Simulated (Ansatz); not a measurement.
## TaGe2As4 monolayer in a perpendicular field

Aim: how the TaGe2As4 monolayer screens a field along its normal, and what the field does to its bands. A positive field points along +c.

Calculated with Ansatz 0.2.0; plane-wave DFT, PBE-D3(BJ), Ansatz PAW.

### Step 1. The structure

The cell holds 7 atoms: 4 As, 2 Ge and 1 Ta. Cell: a = 3.730 Å, b = 3.730 Å, c = 50.223 Å, α = 90.0°, β = 90.0°, γ = 120.0°. Vacuum lies along c.

### Step 2. Relaxation

The starting cell is a guess, so the in-plane lattice and the atoms are relaxed first, with the slab cut off from its images along the normal.

input.yaml

```yaml
crystal:
  lattice:
    - [3.73, 0.0, 0.0]
    - [-1.865, 3.2302747561, 0.0]
    - [0.0, 0.0, 50.223214925]
  atoms:
    - { symbol: As, position: [0.0, 0.0, 0.4041955504] }
    - { symbol: Ge, position: [0.3333333333, 0.6666666667, 0.4213788122] }
    - { symbol: As, position: [0.3333333333, 0.6666666667, 0.4675725894] }
    - { symbol: Ta, position: [0.0, 0.0, 0.5], spin: 1.0 }
    - { symbol: As, position: [0.3333333333, 0.6666666667, 0.5324274106] }
    - { symbol: Ge, position: [0.3333333333, 0.6666666667, 0.5786211878] }
    - { symbol: As, position: [0.0, 0.0, 0.5958044496] }
  periodic: [true, true, false]
magnetization:
  spin_polarized: true
kpoints:
  mp_grid: { grid: [12, 12, 1] }
hamiltonian:
  xc: pbe
  dispersion: d3bj
scf:
  occupations: { method: fermi_dirac, width: 0.05 }
  convergence: { dr2_threshold: 1.0e-09 }
relax:
  f_tol: 0.004
  max_steps: 90
  cell: {}
output:
  write_potential: true
  write_density: true
  volumetric_format: npy
```

Started as:

```
$ ansatz run input.yaml --threads 4 --pin off --max-ram 6144MiB --backend cpu --events-out ev --progress --plain --runs-dir out
```

Numbers of over 12 decimals in the logs are rounded to 6 here.

Output:

```text
Warning: relax.cell: scf.convergence.dr2_threshold = 1e-9 eV is looser than the 1.81784863705e-10 eV advised for a relaxation that steers and ends on the stress (1e-10 eV for each atom of the cell: 7, times the square of relax.cell.stress_2d_tol = 0.05 N/m over 19.6 Å (the atoms' height at the walk's start and 5 Å past either face), 2.548e-2 GPa, over a crystal's default 0.05). What an SCF threshold leaves in a stress goes as its square root, and in the free energy as the threshold itself, and one threshold admits the most on a small cell: [figures from the program's tests cut] Set scf.convergence.dr2_threshold to 1.81784863705e-10 eV or tighter. [rest of the remark cut]
Engine: ansatz 0.2.0, x86_64-unknown-linux-gnu
Pseudopotentials: kind: paw
Pseudopotential: As, paw, valence charge 15, recommended cutoff 420 eV (normal), As.paw.azcp
Pseudopotential: Ge, paw, valence charge 14, recommended cutoff 420 eV (normal), Ge.paw.azcp
Pseudopotential: Ta, paw, valence charge 13, recommended cutoff 420 eV (normal), Ta.paw.azcp
Functional definition: PBE
  parameter kappa = 0.804
  parameter beta = 0.066725
  exchange = pbe_x(kappa = kappa, mu = beta*pi^2/3)
  correlation = pbe_c(beta = beta)
Crystal: 7 atoms, lattice volume = 605.136 Å³
Basis set: ecut = 420 eV, 11891 PW (Γ), exchange–correlation on 50×50×720 points (8 copies of the dense FFT grid, shifted against one another)
Bands: 62, of which v1, the nominal top of the filled ones, is band 51 counted from 1 (50 counted from 0)
Symmetry: 12 space group operations
Space group: P-6m2 (ITA 187), of the structure as read, at distance tolerance 8.5e-5 Å
Magnetic group: BNS 187.209 (UNI 1439), of the structure as read, at distance tolerance 8.5e-5 Å
k-points: 19 of 144 (time reversal used)
Non-local potential: As, projectors of the file, l = 0: 2, l = 1: 2, l = 2: 3, l = 3: 1
Non-local potential: Ge, projectors of the file, l = 0: 2, l = 1: 2, l = 2: 3, l = 3: 1
Non-local potential: Ta, projectors of the file, l = 0: 3, l = 1: 2, l = 2: 2, l = 3: 1
PAW form: soft (Blöchl's): semilocal exchange-correlation on the pseudo side does not see the compensation charge
PAW one-centre angular grid: As, 590 points (default); XC on 64 Gauss nodes
PAW one-centre angular grid: Ge, 590 points (default); XC on 64 Gauss nodes
PAW one-centre angular grid: Ta, 590 points (default); XC on 64 Gauss nodes
Initial density: superposition of atomic densities (neutral atoms: chi_scale 0, normalization atom)
Starting moments: Σ|m| = 1 μB on 1 of 7 sites
Initial wavefunctions: pseudopotential atomic-orbital guess
Functional: x = pbe(κ = 0.804, μ = 0.219515), c = pbe(β = 0.066725)
SCF iter   1: F=—  HF=-37949.231922 eV  |F-HF|=—  |Δ(HF+E_count)|=         —  Δρ=1.02e-2 (↑1.02e-2 ↓9.65e-3)  dr2=3.60e0  dr2_m=2.88e-2  M=0.588 μB ∫|m|=0.758 μB  β_m=0.30  ethr=3.10e-3  ⟨swp⟩=12.7  Hψ=11965  notcnv=0  defer=9
Mixer restart at iter 1: flushing history
preconditioner: auto → LDOS  [metal: Δε(μ)=0.039 eV  Ē_g=9.085 eV  σ=0.050 eV  W_gap=0.19  n_scr=86 (ndim 8)  ℏωp=8.7 eV  f_vac=0.730  D(μ)=1.73/eV (n_scr^D=10)]
spin=Collinear: LDOS preconditioning applied to the charge; magnetization (m = ρ↑ − ρ↓) channel mixes plain (no charge-response kernel on spin).
SCF iter   2: F=—  HF=-37948.681933 eV  |F-HF|=—  |Δ(HF+E_count)|=   5.50e-1  Δρ=6.77e-3 (↑6.77e-3 ↓6.35e-3)  dr2=1.09e0  dr2_m=1.63e-2  M=0.579 μB ∫|m|=0.729 μB  β_m=0.50  ethr=3.10e-3  ⟨swp⟩=2.8  Hψ=3551  notcnv=0  defer=156
SCF iter   3: F=—  HF=-37948.507378 eV  |F-HF|=—  |Δ(HF+E_count)|=   1.75e-1  Δρ=2.05e-3 (↑2.05e-3 ↓1.77e-3)  dr2=5.72e-2  dr2_m=3.51e-3  M=0.511 μB ∫|m|=0.635 μB  β_m=0.61  ethr=1.08e-3  ⟨swp⟩=3.3  Hψ=3755  notcnv=0  defer=156
SCF iter   4: F=—  HF=-37948.527195 eV  |F-HF|=—  |Δ(HF+E_count)|=         —  Δρ=1.24e-3 (↑1.24e-3 ↓1.07e-3)  dr2=3.89e-3  dr2_m=6.50e-3  M=0.329 μB ∫|m|=0.416 μB  β_m=0.61  ethr=5.67e-5  ⟨swp⟩=4.2  Hψ=5973  notcnv=0  defer=139
SCF iter   5: F=—  HF=-37948.529726 eV  |F-HF|=—  |Δ(HF+E_count)|=   2.53e-3  Δρ=7.07e-4 (↑7.07e-4 ↓7.03e-4)  dr2=2.40e-4  dr2_m=2.67e-3  M=0.271 μB ∫|m|=0.340 μB  β_m=0.81  ethr=3.85e-6  ⟨swp⟩=3.3  Hψ=5035  notcnv=0  defer=139
SCF iter   6: F=—  HF=-37948.533259 eV  |F-HF|=—  |Δ(HF+E_count)|=   3.53e-3  Δρ=3.78e-4 (↑3.67e-4 ↓3.78e-4)  dr2=8.21e-4  dr2_m=6.95e-4  M=0.180 μB ∫|m|=0.220 μB  β_m=0.77  ethr=2.38e-7  ⟨swp⟩=4.1  Hψ=5646  notcnv=0  defer=139
SCF iter   7: F=—  HF=-37948.534147 eV  |F-HF|=—  |Δ(HF+E_count)|=   8.88e-4  Δρ=2.02e-4 (↑1.88e-4 ↓2.02e-4)  dr2=6.61e-5  dr2_m=1.99e-4  M=0.118 μB ∫|m|=0.142 μB  β_m=0.89  ethr=2.38e-7  ⟨swp⟩=3.6  Hψ=5043  notcnv=0  defer=139
SCF iter   8: F=—  HF=-37948.534893 eV  |F-HF|=—  |Δ(HF+E_count)|=   7.46e-4  Δρ=8.05e-5 (↑8.05e-5 ↓6.85e-5)  dr2=2.81e-5  dr2_m=2.87e-5  M=0.048 μB ∫|m|=0.056 μB  β_m=0.88  ethr=6.55e-8  ⟨swp⟩=4.0  Hψ=5938  notcnv=0  defer=139
SCF iter   9: F=—  HF=-37948.534991 eV  |F-HF|=—  |Δ(HF+E_count)|=   9.80e-5  Δρ=3.55e-5 (↑3.55e-5 ↓3.07e-5)  dr2=5.70e-6  dr2_m=5.33e-6  M=0.020 μB ∫|m|=0.023 μB  β_m=0.82  ethr=2.78e-8  ⟨swp⟩=3.8  Hψ=5108  notcnv=0  defer=139
SCF iter  10: F=—  HF=-37948.535013 eV  |F-HF|=—  |Δ(HF+E_count)|=   2.16e-5  Δρ=1.16e-5 (↑1.16e-5 ↓1.07e-5)  dr2=7.96e-7  dr2_m=5.89e-7  M=0.006 μB ∫|m|=0.006 μB  β_m=0.85  ethr=5.64e-9  ⟨swp⟩=4.0  Hψ=5300  notcnv=0  defer=139
SCF iter  11: F=—  HF=-37948.535015 eV  |F-HF|=—  |Δ(HF+E_count)|=   2.39e-6  Δρ=3.61e-6 (↑3.02e-6 ↓3.61e-6)  dr2=2.94e-7  dr2_m=3.79e-8  M=0.001 μB ∫|m|=0.001 μB  β_m=0.76  ethr=7.88e-10  ⟨swp⟩=4.1  Hψ=5442  notcnv=0  defer=139
SCF iter  12: F=—  HF=-37948.535015 eV  |F-HF|=—  |Δ(HF+E_count)|=   4.35e-8  Δρ=1.57e-6 (↑1.57e-6 ↓1.51e-6)  dr2=9.10e-9  dr2_m=1.18e-8  M=-0.001 μB ∫|m|=0.001 μB  β_m=0.80  ethr=2.92e-10  ⟨swp⟩=3.0  Hψ=5085  notcnv=0  defer=139
SCF iter  13: F=—  HF=-37948.535015 eV  |F-HF|=—  |Δ(HF+E_count)|=   8.80e-8  Δρ=5.47e-7 (↑5.47e-7 ↓4.91e-7)  dr2=5.77e-10  dr2_m=1.32e-9  M=-0.000 μB ∫|m|=0.000 μB  β_m=0.90  ethr=9.01e-12  ⟨swp⟩=4.1  Hψ=5445  notcnv=0  defer=139
SCF iter  14: F=—  HF=-37948.535015 eV  |F-HF|=—  |Δ(HF+E_count)|=   1.47e-8  Δρ=6.50e-8 (↑6.50e-8 ↓5.59e-8)  dr2=5.61e-11  dr2_m=1.09e-11  M=0.000 μB ∫|m|=0.000 μB  β_m=0.85  ethr=1.00e-12  ⟨swp⟩=4.3  Hψ=5837  notcnv=0  defer=139
SCF iter  15: F=-37948.535015 eV  HF=-37948.535015 eV  |F-HF|=2.76e-10  |Δ(HF+E_count)|=  6.69e-10  Δρ=1.86e-8 (↑1.86e-8 ↓1.69e-8)  dr2=7.52e-12  dr2_m=7.76e-13  M=0.000 μB ∫|m|=0.000 μB  ethr=1.00e-12  ⟨swp⟩=8.2  Hψ=13790  notcnv=0
[...]
relax step   7: F+E_penalty+E_count = -37949.70935152 eV  Δ(F+E_penalty+E_count) = -8.708e-6 eV  max|allowed force component| = 3.119e-4 eV/Å  Δτ_max = 0.0014 Å  P = -0.001 N/m  Ω = 598.838 Å³  energy of the carried Pulay correction = +3.078e-4 eV  fix = [c, alpha, beta]  reactions: c -0.000 N/m  (5 SCF iters, accepted)
Initial wavefunctions: pseudopotential atomic-orbital guess (no wavefunctions were taken with the density)
iter 1 solved again at ethr=5.72e-7 eV; its pass at ethr=3.10e-3 eV (dr2=5.78e-4 eV) is discarded
SCF iter   1: F=—  HF=-37949.709029 eV  |F-HF|=—  |Δ(HF+E_count)|=         —  Δρ=2.66e-6 (↑2.65e-6 ↓2.66e-6)  dr2=4.63e-8  dr2_m=5.41e-11  M=-0.000 μB ∫|m|=0.000 μB  β_m=0.65  ethr=5.72e-7  ⟨swp⟩=6.9  Hψ=20788  notcnv=0
eigensolver tolerance schedule: the retry pair's looser diagonalisation over-reported the residual by 12486.53 of it (diagonalisation noise at an unbounded share of the residual, at the tolerance the schedule requests for it); recorded, not acted on — ethr = c·dr2/N_el stays at c = 1.0e-1
spin=Collinear: LDOS preconditioning applied to the charge; magnetization (m = ρ↑ − ρ↓) channel mixes plain (no charge-response kernel on spin).
SCF iter   2: F=—  HF=-37949.709062 eV  |F-HF|=—  |Δ(HF+E_count)|=   3.32e-5  Δρ=1.70e-6 (↑1.70e-6 ↓1.70e-6)  dr2=5.00e-8  dr2_m=2.87e-11  M=-0.000 μB ∫|m|=0.000 μB  β_m=0.42  ethr=4.58e-11  ⟨swp⟩=5.9  Hψ=8901  notcnv=0
SCF iter   3: F=—  HF=-37949.709062 eV  |F-HF|=—  |Δ(HF+E_count)|=   1.14e-8  Δρ=9.72e-7 (↑9.72e-7 ↓9.70e-7)  dr2=8.16e-9  dr2_m=3.31e-11  M=-0.000 μB ∫|m|=0.000 μB  β_m=0.67  ethr=4.58e-11  ⟨swp⟩=2.1  Hψ=4238  notcnv=0
SCF iter   4: F=—  HF=-37949.709062 eV  |F-HF|=—  |Δ(HF+E_count)|=   4.95e-9  Δρ=2.24e-7 (↑2.14e-7 ↓2.24e-7)  dr2=2.20e-9  dr2_m=8.13e-12  M=-0.000 μB ∫|m|=0.000 μB  β_m=0.60  ethr=8.08e-12  ⟨swp⟩=3.0  Hψ=4918  notcnv=0
SCF iter   5: F=-37949.709062 eV  HF=-37949.709062 eV  |F-HF|=9.17e-10  |Δ(HF+E_count)|=   1.30e-9  Δρ=9.87e-8 (↑9.56e-8 ↓9.87e-8)  dr2=2.67e-10  dr2_m=6.52e-12  M=-0.000 μB ∫|m|=0.000 μB  ethr=1.00e-12  ⟨swp⟩=15.7  Hψ=17131  notcnv=0
the starting moments were not kept: the SCF closed with an absolute magnetisation of 4.0e-5 μB, where they sum to 1 μB in size (1 site). That is at most 0.1 of that sum. Measured as dr2_m measures the in/out step, that magnetisation stands 1.7e-10 eV from none, at or under the dr2_threshold of 1.0e-9 eV: it is no larger than a step whose dr2_m would equal this threshold.
SCF 8 converged in 5 iterations: F = -37949.709062 eV  dr2 = 2.67e-10
  greatest PAW one-centre occupation: 0.999 electrons in one spin orbital (limit 2), on the As atom at site 2 (counted from 0), in its partial waves of l = 2
relax step   8: F+E_penalty+E_count = -37949.70906169 eV  Δ(F+E_penalty+E_count) = +2.898e-4 eV  max|allowed force component| = 3.198e-4 eV/Å  Δτ_max = 0.0000 Å  P = -0.004 N/m  Ω = 598.838 Å³  fix = [c, alpha, beta]  reactions: c -0.000 N/m  stress off target by 3.88e-3 N/m on what of the cell is left free  SCF on the basis re-selected at this cell (its energy is not comparable with the rows above)  (5 SCF iters)
basis re-selected at this cell: Δ(F+E_penalty+E_count) = +2.898e-4 eV, ΔP = -0.003 N/m vs the last step (what re-selecting the basis moved, of the pressure what is left beyond the Pulay correction that the steps carried, after the strain that the cell walked since its last selection, with what the two solves' SCF thresholds leave and, on support functions, any second-order correction that the steps lacked; it is no m [...]
WARN: The input density's exchange-correlation potential varies sharply where the density is thin. Do not read a vacuum level from v_tot or v_xc, or from such a field of the output density. On a cell that repeats whose density bears no net charge and no dipole along the vacuum's axis use v_es (v_loc + v_h of the components); under efield.dipole_correction with no amplitude use v_es + v_field, which holds any external [...]
SCF converged after 5 iterations
Magnetization: -0.0000 μB (50.5000 up, 50.5000 down)
Absolute magnetization: 0.0000 μB (∫|ρ↑−ρ↓|, with the PAW one-centre terms)
Spin contamination: 0.0000 ħ² per cell (⟨S²⟩ above its minimum at these occupations)
Per-site moments (μB) at R_I (Å): [(-2.9338221757360186e-7, 1.004391), (-5.4426134999654e-7, 1.004391), (5.455228351248975e-7, 1.005178), (-1.7724918267136424e-5, 1.077783), (5.455228353197542e-7, 1.005178), (-5.44261350230541e-7, 1.004391), (-2.9338221779867726e-7, 1.004391)]
Free energy (F): -37949.709062 eV
Harris-Foulkes:  -37949.709062 eV  (|F-HF|=9.17e-10)
Internal energy: -37949.686593 eV  (E = F + TS)
E sigma→0 (E₀):  -37949.697827 eV
Entropy (-TS):   -0.022469 eV (-3.210 meV/atom)
Fermi energy:    -4.906922 eV
--- Per-component energies (eV) ---
  E_band       = -2901.900872
  E_kinetic    = 1001.221929
  E_local      = -664979.107788  (includes V_loc(G=0)·N_el)
  E_nonlocal   = -1830.434185
  E_hartree    = 331683.550191
  E_xc         = -686.327655
  E_vxc        = -650.023061  (∫ρ·V_xc dr)
  E_paw        = -19777.224231  (= ΣΔE_a)
  E_vpaw       = 189.335343  (= ΣTr[D̂ρ^β])
  E_aug_tail   = 0.000694  (compensation charges beyond the density's cutoff)
  E_ewald      = 316640.990940
  E_disp       = -2.356484  (pairwise vdW)
  E_smearing   = -0.022469  (= −TS)
  E_closure    = -0.000000  (closes the sum)
  Σ components = -37949.709062   (vs F -37949.709062, Δ=0.00e0)
--- Forces (eV/Å), atoms counted from 1 ---
  atom   1  As     0.00000000    -0.00000000    -0.00026395
  atom   2  Ge    -0.00000000    -0.00000000     0.00031983
  atom   3  As    -0.00000000    -0.00000000     0.00003281
  atom   4  Ta     0.00000000    -0.00000000     0.00000000
  atom   5  As    -0.00000000    -0.00000000    -0.00003281
  atom   6  Ge    -0.00000000    -0.00000000    -0.00031983
  atom   7  As     0.00000000    -0.00000000     0.00026395
  max |Σ_I F_I| component: 2.60e-16 eV/Å
--- 2D stress c σ (N/m, compression-positive) ---
       -0.003883      -0.000000       0.000000
        0.000000      -0.003883       0.000000
        0.000000       0.000000      -0.000000
  P = ½ c Tr σ = -0.0039 N/m
--- Band table (eV; the first three rows and the last of 38) ---
  k-point 0 ↑: bands = [... 47 lower, -5.2746, -5.1143, -5.1143, -4.5211, -3.1549, -2.9916, -1.8149, -1.8149, ... 7 higher]
  k-point 1 ↑: bands = [... 47 lower, -5.4576, -5.3916, -5.2733, -4.4631, -2.5787, -2.5709, -1.9441, -1.8395, ... 7 higher]
  k-point 2 ↑: bands = [... 47 lower, -5.8493, -5.6443, -5.6324, -4.6015, -2.7780, -2.6917, -2.0410, -1.6504, ... 7 higher]
  k-point 18 ↓: bands = [... 47 lower, -7.3030, -6.5284, -5.7669, -4.1854, -3.8044, -3.4879, -2.6180, -2.6130, ... 7 higher]
  the weakly bound empty levels are not read free of the cell's end (no_gap_told)
--- Relaxed structure (7 steps of the walk, 7 accepted, 1 SCFs on fresh bases) ---
  F+E_penalty+E_count = -37949.70906169 eV   max|allowed force component| = 3.198e-4 eV/Å   (the final SCF, on the basis selected at the relaxed cell)
  cell:  # Å, volume = 598.8382 Å³
    - [3.710540, -1.0802225654235078e-18, 0]
    - [-1.855270, 3.213422, 0]
    - [0, 0, 50.223214925]
  atoms:
    - { symbol: As, position: [1.1953937764567611e-17, -5.1357255561990634e-17, 0.398655] }
    - { symbol: Ge, position: [0.333333, 0.666667, 0.421698] }
    - { symbol: As, position: [0.333333, 0.666667, 0.470217] }
    - { symbol: Ta, position: [1.0573552618554966e-17, -5.1357255561990634e-17, 0.5] }
    - { symbol: As, position: [0.333333, 0.666667, 0.529783] }
    - { symbol: Ge, position: [0.333333, 0.666667, 0.578302] }
    - { symbol: As, position: [9.193167472542375e-18, -5.1357255561990634e-17, 0.601345] }
```

The job ended after 4 min (4 threads of Intel Xeon Platinum 8488C (Sapphire Rapids), shared host; peak memory 1.9 GiB; 16 min of CPU time).

Relaxation path:

```csv
step,energy less that of the first step (eV),largest force component (eV/Å),volume (Å³)
1,0.0000,2.7966,605.14
2,-1.0909,0.6230,598.94
3,-1.1567,0.2572,589.35
4,-1.1738,0.0593,597.21
5,-1.1743,0.0058,598.57
6,-1.1743,0.0079,598.83
7,-1.1743,0.0003,598.84
8*,-1.1740,0.0003,598.84
```

Relaxation steps marked * repeat the geometry before them on a plane-wave basis chosen anew for their cell, so energy and pressure can jump there.

Forces are held to the 12 operations that the run works with; a distortion that breaks them can't arise in this run.

```csv
cell as run,before,after,change
a (Å),3.730,3.711,-0.5 %
b (Å),3.730,3.711,-0.5 %
```

The atoms that moved most (Å, along periodic axes as changes of fractional coordinates times the final cell, across vacuum about the mean position):

```csv
atom,dx,dy,dz,length
As1,0.000,0.000,-0.278,0.278
As7,0.000,0.000,0.278,0.278
As5,0.000,0.000,-0.133,0.133
As3,0.000,0.000,0.133,0.133
Ge6,0.000,0.000,-0.016,0.016
Ge2,0.000,0.000,0.016,0.016
```

Numbers from this step:

```yaml
energy_at_zero_smearing: -37949.6978 eV
```

The lattice constant a goes from 3.730 to 3.711 Å.

[end of part 1 of 2]

[Logs are printed without paths, hosts, clocks, repeated set-up lines and the standing remarks that a program may print on its own settings, such as how far it seeks lower states.]

[Hosts, paths, dates, database ids (printed as entryN), source tags and the programs' standing remarks are cut or masked in the printed files.]

[Maps of the electrostatic potential energy from Ansatz leave out the sawtooth potential of an applied field or a dipole correction, so their vacuum need not be flat; planar profiles and work functions include it.]
